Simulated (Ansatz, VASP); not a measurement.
Sc in VASP and in Ansatz

INCAR

```
SYSTEM = Sc
ALGO = Normal
EDIFF = 1E-6
ENCUT = 520
GGA = PS
ISIF = 2
ISMEAR = -1
LASPH = .TRUE.
LCHARG = .FALSE.
LREAL = .FALSE.
LWAVE = .FALSE.
NBANDS = 12
NELM = 60
PREC = Accurate
SIGMA = 0.1
```

The input KPOINTS:

```
k-points
0
G
  13 13 13
  0 0 0
```

File POSCAR:

```
Sc
1.0
    0.0000000000      2.3392402067      2.3392402067
    2.3392402067      0.0000000000      2.3392402067
    2.3392402067      2.3392402067      0.0000000000
Sc
1
Direct
    0.0000000000      0.0000000000      0.0000000000
```

Input for Ansatz:

```yaml
crystal:
  lattice:
    - [0.0, 2.3392402067, 2.3392402067]
    - [2.3392402067, 0.0, 2.3392402067]
    - [2.3392402067, 2.3392402067, 0.0]
  atoms:
    - { symbol: Sc, position: [0.0, 0.0, 0.0] }
hamiltonian:
  xc: pbesol
  pseudopotentials:
    kind: paw
    azcp:
      Sc: "pseudopotentials/Sc.paw.azcp"
basis:
  ecutwfc: 420
  fft_grid_basis: typed
kpoints:
  mp_grid: { grid: [13, 13, 13], shift: [0, 0, 0] }
magnetization:
  spin_polarized: false
scf:
  occupations: { method: fermi_dirac, width: 0.1 }
  lower_state_search: "off"
output:
  stress: true
```

Alike in both runs: task single point; functional PBEsol; k mesh 13 × 13 × 13; occupations fermi-dirac, width 0.1 eV; no spin polarisation.

|  | VASP | Ansatz |
| --- | --- | --- |
| version | VASP 6.6.1 | Ansatz 0.2.0 |
| potentials or method | VASP PAW PBE potentials, release 64 (Sc_sv) | plane waves (420 eV) with PAW, scalar-relativistic |
| plane-wave cutoff (eV) | 520 | 420 |
| valence electrons in the cell | 11 | 11 |

|  | VASP | Ansatz | Ansatz less VASP |
| --- | --- | --- | --- |
| pressure (GPa) | -3.7 | -3.7 | +0.01 |

Ansatz warned: «pseudo_functional_mismatch».

Caveats: the PAW data sets were made with another functional, which shifts forces and pressure a little (VASP).
